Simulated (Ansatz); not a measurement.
# Gallium, alpha-Ga (Cmce) under BLYP: ground state and equation of state, part 2 of 2

What does BLYP give for gallium in the alpha-Ga (Cmce) structure? We relax it, solve it on a dense k-mesh, switch on spin-orbit coupling, then scale the cell to 7 volumes from 88 to 112 % of the relaxed one and try a fit of the equation of state. The k-meshes are 8×8×7 for the relaxation; 10×10×9 for the dense run; 8×8×7 for spin-orbit coupling; 10×10×9 for the volumes. It starts from a deposited cell (COD).

Ansatz 0.2.0; DFT, BLYP, plane waves (420 eV) with PAW, scalar-relativistic. The steps go on from the part before.

### Step 5. The cell scaled to 88 % of its volume

File input.yaml:

```yaml
crystal:
  lattice:
    - [2.3348547972, -3.8076537178, 0.0]
    - [2.3348547972, 3.8076537178, 0.0]
    - [0.0, 0.0, 4.4859125868]
  atoms:
    - { symbol: Ga, position: [0.8425682565, 0.1574317435, 0.0838959414] }
    - { symbol: Ga, position: [0.6574317435, 0.3425682565, 0.5838959414] }
    - { symbol: Ga, position: [0.1574317435, 0.8425682565, 0.9161040586] }
    - { symbol: Ga, position: [0.3425682565, 0.6574317435, 0.4161040586] }
hamiltonian:
  xc: blyp
  pseudopotentials:
    kind: paw
    azcp:
      Ga: "pseudopotentials/Ga.paw.azcp"
basis:
  ecutwfc: 420
  fft_grid_basis: typed
kpoints:
  mp_grid: { grid: [10, 10, 9], shift: [0, 0, 0] }
magnetization:
  spin_polarized: false
scf:
  occupations: { method: fermi_dirac, width: 0.1 }
output:
  stress: true
```

Standard output, shortened:

```text
[...]
Pseudopotentials: kind: paw
Pseudopotential: Ga, paw, valence charge 13, recommended cutoff 420 eV (normal), <dir>
Functional definition: BLYP
[...]
Crystal: 4 atoms, lattice volume = 79.762 Å³
Basis set: ecut = 420 eV, 1573 PW (Γ), exchange–correlation on 60×60×60 points (8 copies of the dense FFT grid, shifted against one another)
Bands: 30, of which v1, the nominal top of the filled ones, is band 26 counted from 1 (25 counted from 0)
Symmetry: 8 space group operations
Space group: Cmce (ITA 64), of the structure as read, at distance tolerance 4.3e-5 Å
k-points: 155 of 900
[...]
SCF iter   1: F=—  HF=-15171.294346 eV  |F-HF|=—  |Δ(HF+E_count)|=         —  Δρ=7.81e-3  dr2=3.46e-2  ethr=1.77e-3  ⟨swp⟩=5.4  Hψ=16596  notcnv=0
[...]
SCF iter   8: F=-15171.283804 eV  HF=-15171.283804 eV  |F-HF|=1.71e-8  |Δ(HF+E_count)|=   2.14e-7  Δρ=4.32e-6  dr2=1.69e-8  ethr=1.92e-10  ⟨swp⟩=4.0  Hψ=17433  notcnv=0
[...]
SCF converged after 8 iterations
Free energy (F): -15171.283804 eV
[...]
E sigma→0 (E₀):  -15171.266407 eV
Entropy (-TS):   -0.034793 eV (-8.698 meV/atom)
Fermi energy:    9.177924 eV
[...]
--- Stress (GPa, compression-positive) ---
        5.027929       0.000000      -0.000000
        0.000000       5.750316       0.000000
       -0.000000       0.000000       6.139343
  P = ⅓ Tr σ = 5.6392 GPa (56.392 kbar)
```

Run time: 32 s. Hardware: 1 thread of an x86-64 CPU, shared host; peak memory 0.72 GiB.

### Step 6. The cell scaled to 92 % of its volume

input.yaml, as its differences from that of step 5:

```diff
@@ -2,5 +2,5 @@
   lattice:
-    - [2.3348547972, -3.8076537178, 0.0]
-    - [2.3348547972, 3.8076537178, 0.0]
-    - [0.0, 0.0, 4.4859125868]
+    - [2.3697085147, -3.8644927501, 0.0]
+    - [2.3697085147, 3.8644927501, 0.0]
+    - [0.0, 0.0, 4.5528763785]
   atoms:
```

Standard output, shortened:

```text
[...]
[... 3 set-up lines as earlier in the session ...]
[...]
Crystal: 4 atoms, lattice volume = 83.388 Å³
Basis set: ecut = 420 eV, 1621 PW (Γ), exchange–correlation on 64×64×64 points (8 copies of the dense FFT grid, shifted against one another)
Bands: 30, of which v1, the nominal top of the filled ones, is band 26 counted from 1 (25 counted from 0)
[... 1 set-up line as earlier in the session ...]
Space group: Cmce (ITA 64), of the structure as read, at distance tolerance 4.4e-5 Å
k-points: 155 of 900
[...]
SCF iter   1: F=—  HF=-15171.395345 eV  |F-HF|=—  |Δ(HF+E_count)|=         —  Δρ=7.78e-3  dr2=3.61e-2  ethr=1.77e-3  ⟨swp⟩=5.5  Hψ=16877  notcnv=0
[...]
SCF iter   8: F=-15171.383195 eV  HF=-15171.383195 eV  |F-HF|=1.99e-8  |Δ(HF+E_count)|=   2.74e-7  Δρ=4.68e-6  dr2=2.26e-8  ethr=1.92e-10  ⟨swp⟩=4.0  Hψ=17327  notcnv=0
[...]
SCF converged after 8 iterations
Free energy (F): -15171.383195 eV
[...]
E sigma→0 (E₀):  -15171.364517 eV
Entropy (-TS):   -0.037355 eV (-9.339 meV/atom)
Fermi energy:    8.634081 eV
[...]
--- Stress (GPa, compression-positive) ---
        2.857509       0.000000       0.000000
        0.000000       3.238764       0.000000
        0.000000       0.000000       3.660554
  P = ⅓ Tr σ = 3.2523 GPa (32.523 kbar)
```

Run time: 26 s. Hardware: 1 thread of an x86-64 CPU, shared host; peak memory 0.75 GiB.

### Step 7. The cell scaled to 96 % of its volume

input.yaml, as its differences from that of step 6:

```diff
@@ -2,5 +2,5 @@
   lattice:
-    - [2.3697085147, -3.8644927501, 0.0]
-    - [2.3697085147, 3.8644927501, 0.0]
-    - [0.0, 0.0, 4.5528763785]
+    - [2.4035660678, -3.9197072492, 0.0]
+    - [2.4035660678, 3.9197072492, 0.0]
+    - [0.0, 0.0, 4.6179262582]
   atoms:
```

Standard output, shortened:

```text
[...]
[... 3 set-up lines as earlier in the session ...]
[...]
Crystal: 4 atoms, lattice volume = 87.014 Å³
Basis set: ecut = 420 eV, 1699 PW (Γ), exchange–correlation on 64×64×64 points (8 copies of the dense FFT grid, shifted against one another)
Bands: 30, of which v1, the nominal top of the filled ones, is band 26 counted from 1 (25 counted from 0)
[... 2 set-up lines as earlier in the session ...]
k-points: 155 of 900
[...]
SCF iter   1: F=—  HF=-15171.447536 eV  |F-HF|=—  |Δ(HF+E_count)|=         —  Δρ=7.74e-3  dr2=3.70e-2  ethr=1.77e-3  ⟨swp⟩=5.7  Hψ=17034  notcnv=0
[...]
SCF iter   6: F=-15171.435186 eV  HF=-15171.435186 eV  |F-HF|=2.19e-7  |Δ(HF+E_count)|=   1.46e-6  Δρ=1.15e-5  dr2=5.57e-8  ethr=1.92e-10  ⟨swp⟩=2.7  Hψ=19391  notcnv=0
[...]
SCF converged after 6 iterations
Free energy (F): -15171.435186 eV
[...]
E sigma→0 (E₀):  -15171.415240 eV
Entropy (-TS):   -0.039893 eV (-9.973 meV/atom)
Fermi energy:    8.134623 eV
[...]
--- Stress (GPa, compression-positive) ---
        1.181597       0.000000       0.000000
        0.000000       1.328997       0.000000
        0.000000       0.000000       1.756046
  P = ⅓ Tr σ = 1.4222 GPa (14.222 kbar)
```

Run time: 19 s. Hardware: 1 thread of an x86-64 CPU, shared host; peak memory 0.76 GiB.

### Step 8. The cell scaled to 100 % of its volume

input.yaml, as its differences from that of step 7:

```diff
@@ -2,5 +2,5 @@
   lattice:
-    - [2.4035660678, -3.9197072492, 0.0]
-    - [2.4035660678, 3.9197072492, 0.0]
-    - [0.0, 0.0, 4.6179262582]
+    - [2.4364957224, -3.9734085422, 0.0]
+    - [2.4364957224, 3.9734085422, 0.0]
+    - [0.0, 0.0, 4.6811933838]
   atoms:
```

Standard output, shortened:

```text
[...]
[... 3 set-up lines as earlier in the session ...]
[...]
Crystal: 4 atoms, lattice volume = 90.639 Å³
Basis set: ecut = 420 eV, 1747 PW (Γ), exchange–correlation on 64×64×64 points (8 copies of the dense FFT grid, shifted against one another)
Bands: 30, of which v1, the nominal top of the filled ones, is band 26 counted from 1 (25 counted from 0)
[... 2 set-up lines as earlier in the session ...]
k-points: 155 of 900
[...]
SCF iter   1: F=—  HF=-15171.463042 eV  |F-HF|=—  |Δ(HF+E_count)|=         —  Δρ=7.66e-3  dr2=3.78e-2  ethr=1.77e-3  ⟨swp⟩=5.8  Hψ=17250  notcnv=0
[...]
SCF iter   6: F=-15171.450694 eV  HF=-15171.450694 eV  |F-HF|=1.16e-7  |Δ(HF+E_count)|=   4.31e-7  Δρ=1.09e-5  dr2=7.11e-8  ethr=1.92e-10  ⟨swp⟩=3.0  Hψ=22062  notcnv=0
[...]
SCF converged after 6 iterations
Free energy (F): -15171.450694 eV
[...]
E sigma→0 (E₀):  -15171.429510 eV
Entropy (-TS):   -0.042367 eV (-10.592 meV/atom)
Fermi energy:    7.676448 eV
[...]
--- Stress (GPa, compression-positive) ---
       -0.113865       0.000000       0.000000
        0.000000      -0.133740       0.000000
        0.000000       0.000000       0.276459
  P = ⅓ Tr σ = 0.0096 GPa (0.096 kbar)
```

Wall time 24 s (1 thread of an x86-64 CPU, shared host); peak memory 0.75 GiB.

### Step 9. The cell scaled to 104 % of its volume

input.yaml, as its differences from that of step 8:

```diff
@@ -2,5 +2,5 @@
   lattice:
-    - [2.4364957224, -3.9734085422, 0.0]
-    - [2.4364957224, 3.9734085422, 0.0]
-    - [0.0, 0.0, 4.6811933838]
+    - [2.4685585535, -4.0256962297, 0.0]
+    - [2.4685585535, 4.0256962297, 0.0]
+    - [0.0, 0.0, 4.7427950979]
   atoms:
```

Standard output, shortened:

```text
[...]
[... 3 set-up lines as earlier in the session ...]
[...]
Crystal: 4 atoms, lattice volume = 94.265 Å³
Basis set: ecut = 420 eV, 1827 PW (Γ), exchange–correlation on 64×64×64 points (8 copies of the dense FFT grid, shifted against one another)
Bands: 30, of which v1, the nominal top of the filled ones, is band 26 counted from 1 (25 counted from 0)
[... 1 set-up line as earlier in the session ...]
Space group: Cmce (ITA 64), of the structure as read, at distance tolerance 4.6e-5 Å
k-points: 155 of 900
[...]
SCF iter   1: F=—  HF=-15171.450421 eV  |F-HF|=—  |Δ(HF+E_count)|=         —  Δρ=7.57e-3  dr2=3.83e-2  ethr=1.77e-3  ⟨swp⟩=5.8  Hψ=17183  notcnv=0
[...]
SCF iter   6: F=-15171.438046 eV  HF=-15171.438046 eV  |F-HF|=1.32e-7  |Δ(HF+E_count)|=   1.27e-6  Δρ=1.04e-5  dr2=6.65e-8  ethr=1.92e-10  ⟨swp⟩=3.0  Hψ=22065  notcnv=0
[...]
SCF converged after 6 iterations
Free energy (F): -15171.438046 eV
[...]
E sigma→0 (E₀):  -15171.415510 eV
Entropy (-TS):   -0.045074 eV (-11.268 meV/atom)
Fermi energy:    7.255042 eV
[...]
--- Stress (GPa, compression-positive) ---
       -1.120782       0.000000       0.000000
        0.000000      -1.253500       0.000000
        0.000000       0.000000      -0.865648
  P = ⅓ Tr σ = -1.0800 GPa (-10.800 kbar)
```

Run time: 21 s. Hardware: 1 thread of an x86-64 CPU, shared host; peak memory 0.76 GiB.

### Step 10. The cell scaled to 108 % of its volume

input.yaml, as its differences from that of step 9:

```diff
@@ -2,5 +2,5 @@
   lattice:
-    - [2.4685585535, -4.0256962297, 0.0]
-    - [2.4685585535, 4.0256962297, 0.0]
-    - [0.0, 0.0, 4.7427950979]
+    - [2.4998094477, -4.07665982, 0.0]
+    - [2.4998094477, 4.07665982, 0.0]
+    - [0.0, 0.0, 4.8028368529]
   atoms:
```

Standard output, shortened:

```text
[...]
[... 3 set-up lines as earlier in the session ...]
[...]
Crystal: 4 atoms, lattice volume = 97.890 Å³
Basis set: ecut = 420 eV, 1893 PW (Γ), exchange–correlation on 64×64×72 points (8 copies of the dense FFT grid, shifted against one another)
Bands: 30, of which v1, the nominal top of the filled ones, is band 26 counted from 1 (25 counted from 0)
[... 2 set-up lines as earlier in the session ...]
k-points: 155 of 900
[...]
SCF iter   1: F=—  HF=-15171.416119 eV  |F-HF|=—  |Δ(HF+E_count)|=         —  Δρ=7.50e-3  dr2=3.90e-2  ethr=1.77e-3  ⟨swp⟩=5.8  Hψ=17215  notcnv=0
[...]
SCF iter   6: F=-15171.403715 eV  HF=-15171.403715 eV  |F-HF|=1.23e-7  |Δ(HF+E_count)|=   5.05e-7  Δρ=9.14e-6  dr2=5.82e-8  ethr=1.92e-10  ⟨swp⟩=3.0  Hψ=22076  notcnv=0
[...]
SCF converged after 6 iterations
Free energy (F): -15171.403715 eV
[...]
E sigma→0 (E₀):  -15171.379684 eV
Entropy (-TS):   -0.048061 eV (-12.015 meV/atom)
Fermi energy:    6.865904 eV
[...]
--- Stress (GPa, compression-positive) ---
       -1.906207       0.000000       0.000000
        0.000000      -2.107880       0.000000
        0.000000       0.000000      -1.738052
  P = ⅓ Tr σ = -1.9174 GPa (-19.174 kbar)
```

Wall time 26 s (1 thread of an x86-64 CPU, shared host); peak memory 0.79 GiB.

### Step 11. The cell scaled to 112 % of its volume

input.yaml, as its differences from that of step 10:

```diff
@@ -2,5 +2,5 @@
   lattice:
-    - [2.4998094477, -4.07665982, 0.0]
-    - [2.4998094477, 4.07665982, 0.0]
-    - [0.0, 0.0, 4.8028368529]
+    - [2.5302979335, -4.1263800839, 0.0]
+    - [2.5302979335, 4.1263800839, 0.0]
+    - [0.0, 0.0, 4.861413807]
   atoms:
```

Standard output, shortened:

```text
[...]
[... 3 set-up lines as earlier in the session ...]
[...]
Crystal: 4 atoms, lattice volume = 101.516 Å³
Basis set: ecut = 420 eV, 2001 PW (Γ), exchange–correlation on 72×72×72 points (8 copies of the dense FFT grid, shifted against one another)
Bands: 30, of which v1, the nominal top of the filled ones, is band 26 counted from 1 (25 counted from 0)
[... 1 set-up line as earlier in the session ...]
Space group: Cmce (ITA 64), of the structure as read, at distance tolerance 4.7e-5 Å
k-points: 155 of 900
[...]
SCF iter   1: F=—  HF=-15171.365233 eV  |F-HF|=—  |Δ(HF+E_count)|=         —  Δρ=7.41e-3  dr2=3.97e-2  ethr=1.77e-3  ⟨swp⟩=5.8  Hψ=17304  notcnv=0
[...]
SCF iter   6: F=-15171.352746 eV  HF=-15171.352746 eV  |F-HF|=8.41e-8  |Δ(HF+E_count)|=   1.89e-7  Δρ=8.24e-6  dr2=6.58e-8  ethr=1.92e-10  ⟨swp⟩=3.0  Hψ=22014  notcnv=0
[...]
SCF converged after 6 iterations
Free energy (F): -15171.352746 eV
[...]
E sigma→0 (E₀):  -15171.327132 eV
Entropy (-TS):   -0.051228 eV (-12.807 meV/atom)
Fermi energy:    6.505412 eV
[...]
--- Stress (GPa, compression-positive) ---
       -2.517919       0.000000       0.000000
        0.000000      -2.757002       0.000000
        0.000000       0.000000      -2.400180
  P = ⅓ Tr σ = -2.5584 GPa (-25.584 kbar)
```

Run time: 26 s. Hardware: 1 thread of an x86-64 CPU, shared host; peak memory 0.79 GiB.

### Step 12. Energy and pressure against volume

All volumes keep the relaxed shape and fractional coordinates.

```
V (Å³/atom)  E − E₀ (meV/atom)  P from the stress (GPa)  P from the fit (GPa)
     19.941               40.8                     5.64                  5.57
     20.847               16.3                     3.25                  3.20
     21.753                3.6                     1.42                  1.37
     22.660                0.0                     0.01                 -0.05
     23.566                3.5                    -1.08                 -1.14
     24.473               12.5                    -1.92                 -1.99
     25.379               25.6                    -2.56                 -2.63
```

Fit (Birch-Murnaghan, third order): V₀ = 22.624 Å³/atom, B₀ = 31 GPa, B₀′ = 5.4, largest residual 0.01 meV/atom.

Fit and stress differ a little: one follows E(σ → 0), the other the smeared free energy.

### Step 13. Outcome

This closing draws on all 2 parts.

| quantity | value |
| --- | --- |
| space group (spins left aside) | Cmce (No. 64) |
| conventional cell | a = 4.873 Å, b = 7.947 Å, c = 4.681 Å |
| volume | 22.660 Å³/atom |
| shortest distance | 2.623 Å |
| against the deposited volume | +15.6 % (19.595 Å³/atom) |
| gap on the mesh | none (levels filled in part) |
| V₀, B₀, B₀′ | 22.624 Å³/atom, 31 GPa, 5.4 |

What this shows: BLYP puts the volume 15.6 % above the deposited one. No gap shows: it is a metal or semimetal at this level. The total energy of the spin-orbit run (on a coarser mesh) lies -85 meV/atom from the scalar one; mesh and treatment of the core enter this figure, so it is no spin-orbit energy. B₀ comes out at 31 GPa; letting shape and positions relax at each volume could only lower it.
